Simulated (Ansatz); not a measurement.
## TiTe2 under changes of volume

One of the cells (26.760 Å³/atom); the others are scaled copies at fixed shape and fractional positions:

```
Te Ti
1.0
     3.77700    0.00000    0.00000
    -1.88850    3.27098    0.00000
     0.00000    0.00000    6.49800
Te Ti
2 1
Direct
  0.33333 0.66667 0.73720
  0.66667 0.33333 0.26280
  0.00000 0.00000 0.00000
```

```yaml
Program: Ansatz 0.2.0
Functional: PBE
Potentials_or_basis: Ansatz PAW
Cutoff: "420 eV (not typed: the program's choice for these potentials)"
k_mesh: 8 × 8 × 4
Occupations: fermi-dirac, width 0.05 eV
Spin: no spin polarisation
```

```csv
volume (Å³/atom),energy over the lowest point (meV/atom),pressure (GPa),largest force (eV/Å)
25.154,31.85,5.5,0.580
25.689,16.32,3.8,0.378
26.225,6.18,2.3,0.189
26.760,0.89,0.9,0.012
27.295,0.00,-0.3,0.153
27.830,3.07,-1.5,0.307
28.365,?,?,?
```

Question: What does the run at 28.365 Å³/atom give?

Answer: Energy over the lowest point 9.73 meV/atom; pressure -2.5 GPa; largest force 0.450 eV/Å.

Worked out: A Birch-Murnaghan fit of order 3 (a polynomial in V^(-2/3)) to the other rows has its minimum at 27.14 Å³/atom with B0 = V·E''(V) = 62 GPa and B' = 4.1 at fixed shape and positions, which overstates the stiffness. It gives 9.72 meV/atom at 28.365 Å³/atom, against the run's 9.73, and -dE/dV = -2.5 GPa, against -2.5.

Energies are extrapolated to zero smearing.

Caveats: this functional lacks dispersion, which binds the layers, so the pressure and a relaxed spacing across them are unreliable.
